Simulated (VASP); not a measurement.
# Li3Br (Fm-3m) in VASP: single point with r2SCAN

Aim: the single point of Li3Br with r2SCAN.

Everything below comes from runs of VASP 6.6.1. Logs are shortened: lines on timing, memory, paths and dates and some standing lists are left out, and cuts for length are marked.

### Step 1. Starting point

The structure is cubic, space group Fm-3m (No. 225). Conventional cell: a = 6.634 Å, b = 6.634 Å, c = 6.634 Å, α = 90.00°, β = 90.00°, γ = 90.00°. Br (site symmetry m-3m) is surrounded by 8 Li at 2.87 Å. Li (site symmetry m-3m) is surrounded by 8 Li at 2.87 Å. Li (site symmetry -43m) is surrounded by 4 Br at 2.87 Å and 4 Li at 2.87 Å.

The cell was built by a generator and needn't be a form met in nature.

### Step 2. Single point, r2SCAN

File POSCAR:

```
Li3Br
1.0
    0.0000000000      3.3168450000      3.3168450000
    3.3168450000      0.0000000000      3.3168450000
    3.3168450000      3.3168450000      0.0000000000
Br Li
1 3
Direct
    0.0000000000      0.0000000000      0.0000000000
    0.5000000000      0.5000000000      0.5000000000
    0.2500000000      0.2500000000      0.2500000000
    0.7500000000      0.7500000000      0.7500000000
```

File INCAR.step1:

```
SYSTEM = Li3Br
PREC = Accurate
ENCUT = 520
ISMEAR = -1
SIGMA = 0.1
LREAL = .FALSE.
LASPH = .TRUE.
NELM = 80
NBANDS = 16
GGA = PE
ALGO = Normal
EDIFF = 1E-4
LWAVE = .TRUE.
LCHARG = .FALSE.
```

File INCAR.step2:

```
SYSTEM = Li3Br
PREC = Accurate
ENCUT = 520
EDIFF = 1E-6
ISMEAR = -1
SIGMA = 0.1
LREAL = .FALSE.
LASPH = .TRUE.
NELM = 80
ALGO = Normal
ISIF = 2
LWAVE = .FALSE.
LCHARG = .FALSE.
METAGGA = R2SCAN
LMIXTAU = .TRUE.
NBANDS = 16
ISTART = 1
```

File KPOINTS:

```
regular mesh
0
G
  9 9 9
  0 0 0
```

Potentials or basis: VASP PAW PBE potentials, release 64 (Br, Li_sv).

Run with:

```console
> cat potpaw_PBE.64/Br/POTCAR potpaw_PBE.64/Li_sv/POTCAR > POTCAR
> cp INCAR.step1 INCAR
> mpirun -np 1 vasp_std > vasp.out
> cp INCAR.step2 INCAR
> mpirun -np 1 vasp_std > vasp.out
```

OUTCAR:

```text
SYSTEM = Li3Br
   PREC = Accurate
   ENCUT = 520
   EDIFF = 1E-6
   ISMEAR = -1
   LREAL = .FALSE.
   LASPH = .TRUE.
   NELM = 80
   ISIF = 2
   METAGGA = R2SCAN
   ISTART = 1

 ion  position               nearest neighbor table
   1  0.000  0.000  0.000-
   2  0.500  0.500  0.500-
   3  0.250  0.250  0.250-
   4  0.750  0.750  0.750-

  LATTYP: Found a face centered cubic cell.
 ALAT       =     6.6336900000

  Lattice vectors:

 A1 = (   0.0000000000,   3.3168450000,   3.3168450000)
 A2 = (   3.3168450000,   0.0000000000,   3.3168450000)
 A3 = (   3.3168450000,   3.3168450000,   0.0000000000)

Analysis of symmetry for initial positions (statically):
=====================================================================
 Subroutine PRICEL returns:
 Original cell was already a primitive cell.

 Routine SETGRP: Setting up the symmetry group for a
 face centered cubic supercell.

 Subroutine GETGRP returns: Found 48 space group operations
 (whereof 48 operations were pure point group operations)
 out of a pool of 48 trial point group operations.

The static configuration has the point symmetry O_h .

Analysis of symmetry for dynamics (positions and initial velocities):
=====================================================================
 Subroutine PRICEL returns:
 Original cell was already a primitive cell.

 Routine SETGRP: Setting up the symmetry group for a
 face centered cubic supercell.

 Subroutine GETGRP returns: Found 48 space group operations
 (whereof 48 operations were pure point group operations)
 out of a pool of 48 trial point group operations.

The dynamic configuration has the point symmetry O_h .

 Subroutine INISYM returns: Found 48 space group operations
 (whereof 48 operations are pure point group operations),
 and found     1 'primitive' translations

----------------------------------------------------------------------------------------

                                     Primitive cell

  volume of cell :      72.9803

  direct lattice vectors                    reciprocal lattice vectors
     0.000000000  3.316845000  3.316845000    -0.150745663  0.150745663  0.150745663
     3.316845000  0.000000000  3.316845000     0.150745663 -0.150745663  0.150745663
     3.316845000  3.316845000  0.000000000     0.150745663  0.150745663 -0.150745663

  length of vectors
     4.690727183  4.690727183  4.690727183     0.261099148  0.261099148  0.261099148

  position of ions in fractional coordinates (direct lattice)
     0.000000000  0.000000000  0.000000000
     0.500000000  0.500000000  0.500000000
     0.250000000  0.250000000  0.250000000
     0.750000000  0.750000000  0.750000000

  ion indices of the primitive-cell ions
   primitive index   ion index
                 1           1
                 2           2
                 3           3
                 4           4

----------------------------------------------------------------------------------------

 KPOINTS: regular mesh

Automatic generation of k-mesh.
 Grid dimensions read from file:
 generate k-points for:    9    9    9

 Generating k-lattice:

  Cartesian coordinates                     Fractional coordinates (reciprocal lattice)
    -0.016749518  0.016749518  0.016749518     0.111111111  0.000000000  0.000000000
     0.016749518 -0.016749518  0.016749518     0.000000000  0.111111111  0.000000000
     0.016749518  0.016749518 -0.016749518     0.000000000  0.000000000  0.111111111

  Length of vectors
     0.029011016  0.029011016  0.029011016

  Shift w.r.t. Gamma in fractional coordinates (k-lattice)
     0.000000000  0.000000000  0.000000000

 Subroutine IBZKPT returns following result:
 ===========================================

 Found     35 irreducible k-points:

 Following reciprocal coordinates:
            Coordinates               Weight
  0.000000  0.000000  0.000000      1.000000
  0.111111  0.000000  0.000000      8.000000
  0.222222  0.000000  0.000000      8.000000
  0.333333  0.000000  0.000000      8.000000
  0.444444  0.000000  0.000000      8.000000
  0.111111  0.111111  0.000000      6.000000
[... 16 lines left out ...]
 -0.333333  0.333333  0.000000     12.000000
  0.444444  0.444444  0.000000      6.000000
 [... further k-points ...]
   k-points           NKPTS =     35   k-points in BZ     NKDIM =     35   number of bands    NBANDS=     16
   number of dos      NEDOS =    301   number of ions     NIONS =      4
   total plane-waves  NPLWV =  46656
   dimension x,y,z NGX =    36 NGY =   36 NGZ =   36
   dimension x,y,z NGXF=    72 NGYF=   72 NGZF=   72
   ions per type =               1   3
   NGX,Y,Z   is equivalent  to a cutoff of  12.76, 12.76, 12.76 a.u.
   NGXF,Y,Z  is equivalent  to a cutoff of  25.52, 25.52, 25.52 a.u.
 SYSTEM =  Li3Br
   PREC   = accura    normal or accurate (medium, high low for compatibility)
   ISTART =      1    job   : 0-new  1-cont  2-samecut
   ICHARG =      0    charge: 1-file 2-atom 10-const
   ISPIN  =      1    spin polarized calculation?
   LNONCOLLINEAR =      F non collinear calculations
   LSORBIT =      F    spin-orbit coupling
   LASPH  =      T    aspherical Exc in radial PAW
   ENCUT  =  520.0 eV  38.22 Ry    6.18 a.u.   8.72  8.72  8.72*2*pi/ulx,y,z
   NELM   =     80;   NELMIN=  2; NELMDL=  0     # of ELM steps
   EDIFF  = 0.1E-05   stopping-criterion for ELM
   LREAL  =      F    real-space projection
   EDIFFG = 0.1E-04   stopping-criterion for IOM
   NSW    =      0    number of steps for IOM
   IBRION =     -1    ionic relax: 0-MD 1-quasi-New 2-CG
   NFREE  =      0    steps in history (QN), initial steepest desc. (CG)
   ISIF   =      2    stress and relaxation
   ISYM   =      2    0-nonsym 1-usesym 2-fastsym
   POTIM  = 0.5000    time-step for ionic-motion
   TEBEG  =    0.0;   TEEND  =   0.0 temperature during run
   PSTRESS=    0.0 pullay stress
   NELECT =      16.0000    total number of electrons
   NUPDOWN=      -1.0000    fix difference up-down
   EMIN   =  10.00;   EMAX   =-10.00  energy-range for DOS
   EFERMI =   0.00;   METHOD = LEGACY
   ISMEAR =    -1;   SIGMA  =   0.10  broadening in eV -4-tet -1-fermi 0-gaus
   EFERMI_NEDOS =   21; number of points for ismear=-14 and -15
   IALGO  =     38    algorithm
   IMIX   =      4    mixing-type and parameters
     AMIX     =   0.40;   BMIX     =  1.00
     AMIX_MAG =   1.60;   BMIX_MAG =  1.00
  volume/ion in A,a.u.               =      18.25       123.12
  Fermi-wavevector in a.u.,A,eV,Ry     =   0.987142  1.865428 13.258189  0.974449
  Thomas-Fermi vector in A             =   2.118574
   LORBIT       =      0    0 simple, 1 ext, 2 COOP (PROOUT), +10 PAW based schemes
   METAGGA = R2SCAN    functional components
   LHFCALC =     F    Hartree Fock is set to
   AEXX    =    0.0000 exact exchange contribution
   IVDW    =     0    specifies the selected vdW correction
   LEPSILON=     F    determine dielectric tensor
   LRPA    =     F    only Hartree local field effects (RPA)
 non-spin polarized calculation
  energy-cutoff  :      520.00
  volume of cell :       72.98
 maximum number of plane-waves:      1989
   NGX = 17   NGY = 17   NGZ = 17

 number of electron      16.0000021 magnetization

 Free energy of the ion-electron system (eV)
  ---------------------------------------------------
  ext. energy  EPLUGINS =         0.00000000
  ---------------------------------------------------
  free energy    TOTEN  =       -21.54652663 eV

  energy without entropy =      -21.53071673  energy(sigma->0) =      -21.53862168

 E-fermi :   4.0232     XC(G=0):  -8.7487

 val. band max:        3.7769304206   @ k =  -0.3333   0.4444   0.2222
 cond. band min:       4.2356250268   @ k =  -0.2222   0.3333   0.1111
 fundamental gap:      0.4586946062
 Fermi energy:         4.0231781965

 k-point     1 :       0.0000    0.0000    0.0000
  band No.  band energies     occupation
      1     -45.7776      2.00000
      2     -45.7691      2.00000
      3     -45.3855      2.00000
      4     -14.5994      2.00000
      5      -1.9876      2.00000
      6      -1.9876      2.00000
[... 8 lines left out ...]
     15       9.4708      0.00000
     16       9.4708      0.00000

 k-point     2 :       0.1111    0.0000    0.0000
  band No.  band energies     occupation
      1     -45.7772      2.00000
      2     -45.7694      2.00000
      3     -45.3855      2.00000
      4     -14.5881      2.00000
      5      -2.2347      2.00000
      6      -2.0130      2.00000
[... 8 lines left out ...]
     15      10.3528      0.00000
     16      10.3530      0.00000

 k-point     3 :       0.2222    0.0000    0.0000
  band No.  band energies     occupation
      1     -45.7762      2.00000
      2     -45.7701      2.00000
      3     -45.3856      2.00000
      4     -14.5590      2.00000
      5      -2.7403      2.00000
      6      -2.0747      2.00000
[... 8 lines left out ...]
     15      11.9791      0.00000
     16      11.9793      0.00000

 k-point     4 :       0.3333    0.0000    0.0000
  band No.  band energies     occupation
      1     -45.7750      2.00000
      2     -45.7711      2.00000
      3     -45.3858      2.00000
      4     -14.5254      2.00000
      5      -3.1994      2.00000
      6      -2.1406      2.00000
[... 8 lines left out ...]
     15      12.3773      0.00000
     16      12.8013      0.00000
[... 324 lines left out ...]
 k-point    22 :      -0.4444    0.3333    0.0000
  band No.  band energies     occupation
      1     -45.7736      2.00000
      2     -45.7721      2.00000
      3     -45.3861      2.00000
      4     -14.4704      2.00000
      5      -3.1773      2.00000
      6      -2.8634      2.00000
[... 8 lines left out ...]
     15      12.0236      0.00000
     16      12.4296      0.00000

 k-point    23 :      -0.3333    0.3333    0.0000
  band No.  band energies     occupation
      1     -45.7729      2.00000
      2     -45.7728      2.00000
      3     -45.3861      2.00000
      4     -14.4741      2.00000
      5      -3.1113      2.00000
      6      -2.9922      2.00000
[... 8 lines left out ...]
     15      12.2278      0.00000
     16      12.9185      0.00000

 k-point    24 :       0.4444    0.4444    0.0000
  band No.  band energies     occupation
      1     -45.7742      2.00000
      2     -45.7715      2.00000
      3     -45.3862      2.00000
      4     -14.4694      2.00000
      5      -3.2348      2.00000
      6      -2.6582      2.00000
[... 8 lines left out ...]
     15      11.2997      0.00000
     16      11.7805      0.00000

 [... further k-points ...]
[... 5 lines left out ...]
  --------------------------------------------------------------------------------------
  -------------------------------------------------------------------------------------
  Total        1.9316800      1.9316800      1.9316800     -0.0000000     -0.0000000      0.0000000
  in kB       42.4072631     42.4072631     42.4072631     -0.0000000     -0.0000000      0.0000000
  external PRESSURE =      42.4072631 kB  Pullay stress =       0.0000000 kB

 VOLUME and BASIS-vectors are now :
 -----------------------------------------------------------------------------
  energy-cutoff  :      520.00
  volume of cell :       72.98
      direct lattice vectors                 reciprocal lattice vectors
     0.000000000  3.316845000  3.316845000    -0.150745663  0.150745663  0.150745663
     3.316845000  0.000000000  3.316845000     0.150745663 -0.150745663  0.150745663
     3.316845000  3.316845000  0.000000000     0.150745663  0.150745663 -0.150745663

 POSITION                                       TOTAL-FORCE (eV/Angst)
 -----------------------------------------------------------------------------------
      0.00000      0.00000      0.00000        -0.000000     -0.000000     -0.000000
      3.31684      3.31684      3.31684        -0.000000     -0.000000     -0.000000
      1.65842      1.65842      1.65842         0.000000     -0.000000     -0.000000
      4.97527      4.97527      4.97527         0.000000      0.000000      0.000000
 -----------------------------------------------------------------------------------
    total drift:                                0.000000      0.000000      0.000000

  FREE ENERGIE OF THE ION-ELECTRON SYSTEM (eV)
  ---------------------------------------------------
  free  energy   TOTEN  =       -21.5465266295 eV

  energy  without entropy=      -21.5307167290  energy(sigma->0) =      -21.53862168
```

Wall time 3 min (1 thread of Intel Xeon Platinum 8488C (Sapphire Rapids), shared host); peak memory 0.22 GiB.

Results:

```yaml
Free_energy: -21.5465 eV
Band_gap_on_the_k_mesh: 0.46 eV, indirect (least direct gap 0.48 eV)
```

Levels at points of the mesh, in eV from the valence-band top:
```tsv
k point	band 6	band 7	band 8	band 9	band 10	band 11
(0.00, 0.00, 0.00)	-5.76	-5.76	-2.41	1.83	1.83	1.83
```

Caveat: the cutoff is under 1.25 times the usual one of these potentials, so pressure, stress and relaxed cells hold a basis-set (Pulay) error; the PAW data sets were made with another functional, which shifts forces and pressure a little; an odd mesh through Γ misses points on the zone boundary, where band edges often lie.
